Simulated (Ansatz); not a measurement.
**HfSi₂ (ZrSi2-type structure)**

Computed with Ansatz (plane waves, PAW, 420 eV cutoff): PBE with spin–orbit coupling, two-component spinors, 8×8×8 k-mesh, Gaussian smearing of 0.05 eV; PAW files: Ansatz's generated set soft_2.

```
Hf Si
1.0
     1.83555   -7.29500    0.00000
     1.83555    7.29500    0.00000
     0.00000    0.00000    3.66533
Hf Si
2 4
Direct
  0.60545 0.39455 0.25000
  0.39455 0.60545 0.75000
  0.94574 0.05426 0.25000
  0.05426 0.94574 0.75000
  0.25008 0.74992 0.25000
  0.74992 0.25008 0.75000
```

The start was a prototype's sites filled with these elements; the Crystallography Open Database holds the compound in this structure.

The run above is the reference. The same cell was run again with other input settings; several of them aren't fit for production, so the rows show the settings' effect and aren't properties of the material.

```tsv
keys changed	outcome	ΔE (meV/atom)	P (GPa)	gap on the mesh (eV)	cell moment (μB)	largest force component (eV/Å)	SCF iterations	rough core-seconds	new warnings
none (reference)	converged	0.0	0.0	metal	0.00 (no moment typed)	0.007	–	–	–
basis.xc_grid: 1; basis.ecutwfc: 420 → "800 eV"	converged	-0.6	0.0	metal	0.00 (no moment typed)	0.007	9	280	–
accuracy: "high"	converged	0.0	0.0	metal	0.00 (no moment typed)	0.007	11	200	–
scf.mixing.algorithm: "anderson"; scf.mixing.beta: 0.1; scf.mixing.ndim: 2	converged	0.0	0.0	metal	0.00 (no moment typed)	0.007	49	300	–
```

ΔE is the energy with the smearing extrapolated to zero. It is left out where the change alters the Hamiltonian or the spin treatment. The varied runs start from atomic densities (corrected by the program's trained start where that serves), with the default search for lower states unless a row changes it.

What happens with these changes: scf.n_extra_bands: 4; kpoints.mp_grid.shift: [0.5, 0.5, 0.5]?

outcome converged, ΔE (meV/atom) -1.7, P (GPa) -0.1, gap on the mesh (eV) metal, cell moment (μB) 0.00 (no moment typed), largest force component (eV/Å) 0.041, SCF iterations 9, rough core-seconds 80.

What happens with these changes: scf.algorithm: "direct_min"; hamiltonian.xc: "pbe" → "rpbe"?

outcome converged, P (GPa) 2.4, gap on the mesh (eV) metal, cell moment (μB) 0.00 (no moment typed), largest force component (eV/Å) 0.016, SCF iterations 7, rough core-seconds 800.

1 further run (cut off, refused for memory, with changed atoms or starts, or in doubt) is left out.
